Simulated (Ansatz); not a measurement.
CuO (Tenorite):

```xyz
4
Lattice="2.3447 -1.7134 0.0000 2.3447 1.7134 0.0000 -0.8606 0.0000 5.0594" Properties=species:S:1:pos:R:3 pbc="T T T"
Cu    0.7420   -0.8457    2.5297
Cu    1.1723    0.8457    0.0000
O     1.6421    0.2841    3.8133
O     2.0724   -0.2841    1.2836
```

| Item | Value |
| --- | --- |
| Program | Ansatz 0.2.0 |
| Task | single point |
| Functional | PBE |
| Potentials or basis | Ansatz PAW |
| Cutoff | 420 eV (not typed: the program's choice for these potentials) |
| k mesh | 10 × 10 × 5 |
| Occupations | fermi-dirac, width 0.05 eV |
| Spin | no spin polarisation |

On this cell: pressure 5.7 GPa; largest force 0.759 eV/Å; band gap on the k mesh none (metal or under the smearing width).

The same run follows on a disturbed copy (atoms moved at random, drawn with an rms of 0.05 Å):

```
CELL_PARAMETERS angstrom
2.34465 -1.71340 0.00000
2.34465 1.71340 0.00000
-0.86055 0.00000 5.05944
ATOMIC_POSITIONS crystal
Cu 0.50570 0.99000 0.49524
Cu 0.01154 0.50101 0.99728
O 0.40012 0.57752 0.76099
O 0.57635 0.41408 0.25814
```

What does the disturbed cell give?

The energy (extrapolated to zero smearing) moves by +19.5 meV/atom; pressure 6.5 GPa; largest force 1.579 eV/Å; band gap on the k mesh none (metal or under the smearing width).

Forces in eV/Å, atoms in the order of the input:
```
Cu  -0.212  0.228  0.877
Cu  -1.119  0.520  0.811
O    0.907 -0.753 -1.052
O    0.424  0.004 -0.636
```

Stress tensor (GPa, compression positive):
```
 6.98 -0.01 -2.76
-0.01  6.85  0.74
-2.76  0.74  5.76
```

Caveats: the run has no spin polarisation, though such a crystal can be magnetic; semilocal functionals often make such compounds metallic where correlation or magnetic order opens a gap, which also shifts bond lengths.
